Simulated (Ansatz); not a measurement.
Runs of Ansatz 0.2.0 on Si2Mo. The structure is tetragonal, space group I4/mmm (No. 139). Conventional cell: a = 3.200 Å, b = 3.200 Å, c = 7.861 Å, α = 90.00°, β = 90.00°, γ = 90.00°. Mo (site symmetry 4/mmm) is surrounded by 10 Si at 2.62 Å. Si (site symmetry 4mm) is surrounded by 5 Si at 2.61 to 2.63 Å and 5 Mo at 2.62 Å. 

| task | level | potentials or basis | spin | cell | k mesh | cutoff (eV) | smearing | atoms under strain | other keys | mesh quality | gap on the mesh (eV) | pressure (GPa) | largest force (eV/Å) |
| --- | --- | --- | --- | --- | --- | --- | --- | --- | --- | --- | --- | --- | --- |
| projected density of states | HISS | Ansatz NC | off | as given | 6 × 6 × 6 | 1088 | gaussian 0.05 eV | - | basis.xc_grid = 3; hamiltonian.pseudopotentials = kind nc | coarse | - | -6.8 | 0.52 |
| projected density of states | revPBE | PseudoDojo standard (PBE files) | SOC, no magnetisation | atoms moved at random, drawn with an rms of 0.05 Å | 7 × 7 × 9 | 1088 | gaussian 0.05 eV | - | scf.initial_density.chi_scale = 0 | not flagged | none | 3.9 | 0.80 |
| elastic constants | exchange-only PBE | PseudoDojo standard (PBE files) | SOC, no magnetisation | volume scaled by 1.15 | 9 × 9 × 9 | 1088 | methfessel-paxton 0.1 eV | clamped | kpoints.mp_grid.grid = 9 × 9 × 9 | not flagged | none | (b) | 0.48 |
| density of states | PBE0+D3(BJ) | SPMS NC | off | as given | 7 × 7 × 7 | 626 | cold 0.05 eV | - | hamiltonian.dispersion = d3bj | coarse | none | (a) | 0.50 |

Question: Estimate the missing entries.

Answer: (a) -10.8; (b) -1.5.

Caveats: some runs use coarse meshes; the potentials were made for another functional, which shifts forces and pressure; the thresholds are loose for stress (some runs); elastic constants of metals need much finer meshes, so these are rough (some runs); pairwise dispersion overbinds metals, which lowers pressure and volume (some runs).

A k mesh can miss the band edges, and rows without SOC leave out spin-orbit coupling on Mo.

A gap of «none» marks a metal or a gap under the smearing width.

Runs at the PBE level aren't shown here.
